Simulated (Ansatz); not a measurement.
Crystal: TiTe.

```xyz
2
Lattice="3.6311 0.0000 0.0000 0.0000 3.6311 0.0000 0.0000 0.0000 3.6311" Properties=species:S:1:pos:R:3 pbc="T T T"
Ti    0.0000    0.0000    0.0000
Te    1.8155    1.8155    1.8155
```

The cell comes from a database or a generator and needn't be the stable form of this composition.

Base run:

| Quantity | Value |
| --- | --- |
| Program | Ansatz 0.2.0 |
| Functional | LDA |
| Potentials or basis | Ansatz PAW |
| Cutoff | 420 eV (not typed: the program's choice for these potentials) |
| k mesh | 7 × 7 × 7 |
| Occupations | fermi-dirac, width 0.05 eV |
| Spin | no spin polarisation |
| Hubbard terms | Ti d U = 3 eV |

Its results: band gap on the k mesh none (metal or under the smearing width); pressure -13.1 GPa.

After a change of settings the same cell gave: band gap on the k mesh none (metal or under the smearing width); pressure -10.3 GPa. Which change was it?
A. hubbard terms from Ti d U = 3 eV to none; hubbard projectors from ortho-atomic (the default) to none
B. hubbard terms from Ti d U = 3 eV to Ti d U = 1 eV
C. functional from LDA to PBEsol; hubbard terms from Ti d U = 3 eV to none; hubbard projectors from ortho-atomic (the default) to none
D. hubbard terms from Ti d U = 3 eV to Ti d U = 5 eV

D.

Caveats: spin-orbit coupling is left out, which moves the levels of the heavy elements; U without spin polarisation on a metal has little footing; the PAW data sets come from PBE, with cores solved anew for the run's functional, which leaves a small shift of forces and pressure; the U is typed as a test and isn't derived for this compound.
